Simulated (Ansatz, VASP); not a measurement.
# One calculation of CoH4, two programs

```xyz
5
Lattice="2.9589 0.0000 0.0000 0.0000 2.9589 0.0000 0.0000 0.0000 2.6738" Properties=species:S:1:pos:R:3 pbc="T T T"
Co    0.0000    0.0000    0.0000
H     1.4795    1.4795    2.2717
H     1.4795    1.4795    0.4021
H     0.0000    1.4795    1.3369
H     1.4795    0.0000    1.3369
```

Alike in both runs: functional PBE; k mesh 6 × 6 × 6; occupations gaussian, width 0.1 eV; collinear spin.

Ansatz relaxed the structure, and its values are those at the end. VASP's run is a single point on that final structure, the one shown.

|  | VASP | Ansatz |
| --- | --- | --- |
| version | VASP 6.6.1 | Ansatz 0.2.0 |
| potentials or method | VASP PAW PBE potentials, release 64 (Co, H) | scalar-relativistic, plane waves, PAW |
| plane-wave cutoff (eV) | 520 | 420 |
| valence electrons in the cell | 13 | 21 |

VASP gave:

| Property | Result |
| --- | --- |
| gap on the k mesh at the Fermi level (eV) | none |
| pressure (GPa) | -0.4 |
| net moment per atom (μB) | 0.23 |
| size of the moment on the site where the two differ most (μB) | 1.11 |

Q: Estimate Ansatz's values.

A: gap on the k mesh at the Fermi level (eV): none; pressure (GPa): 0.0; net moment per atom (μB): 0.23; size of the moment on the site where the two differ most (μB): 1.06.

Site moments also hang on the region over which each program counts them. A gap of «none» marks a metal or a gap that the smearing closes. The two sets of potentials don't hold the same shells in valence.

Caveats: the k mesh is coarse (spacing up to 0.39 Å⁻¹), so the values aren't converged.
